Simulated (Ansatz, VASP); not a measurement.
Two plane-wave programs on Zn

```xyz
1
Lattice="2.4566 0.0000 0.0000 0.0000 2.4566 0.0000 0.0000 0.0000 2.4566" Properties=species:S:1:pos:R:3 pbc="T T T"
Zn    0.0000    0.0000    0.0000
```

Alike in both runs: task single point; functional PBEsol; k mesh 14 × 14 × 14; occupations fermi-dirac, width 0.1 eV; no spin polarisation.

|  | VASP | Ansatz |
| --- | --- | --- |
| version | VASP 6.6.1 | Ansatz 0.2.0 |
| potentials or method | VASP PAW PBE potentials, release 64 (Zn) | plane waves (420 eV) with PAW, scalar-relativistic |
| plane-wave cutoff (eV) | 520 | 420 |
| valence electrons in the cell | 12 | 12 |

|  | VASP | Ansatz | Ansatz less VASP |
| --- | --- | --- | --- |
| pressure (GPa) | 11.8 | 11.1 | -0.67 |

Ansatz warned: «pseudo_functional_mismatch».

Caveats: the PAW data sets were made with another functional, which shifts forces and pressure a little (VASP).
